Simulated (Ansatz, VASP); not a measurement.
## Two plane-wave programs on B

```
B
1.0
    -1.14423    1.14423    1.14423
     1.14423   -1.14423    1.14423
     1.14423    1.14423   -1.14423
B
1
Cartesian
  0.0000 0.0000 0.0000
```

Alike in both runs: functional PBE; k mesh 23 × 23 × 23; occupations fermi-dirac, width 0.08 eV; no spin polarisation.

Ansatz relaxed the structure, and its values are those at the end. VASP's run is a single point on that final structure, the one shown.

|  | VASP | Ansatz |
| --- | --- | --- |
| version | VASP 6.6.1 | Ansatz 0.2.0 |
| potentials or method | VASP PAW PBE potentials, release 64 (B) | PAW with Ansatz's default frozen-core files, scalar-relativistic |
| plane-wave cutoff (eV) | 520 | 420 |
| valence electrons in the cell | 3 | 3 |

Ansatz gave:

| Item | Value |
| --- | --- |
| pressure (GPa) | 5.9 |

**Question.** Estimate VASP's values.

**Answer.** Pressure (GPa): 5.8.
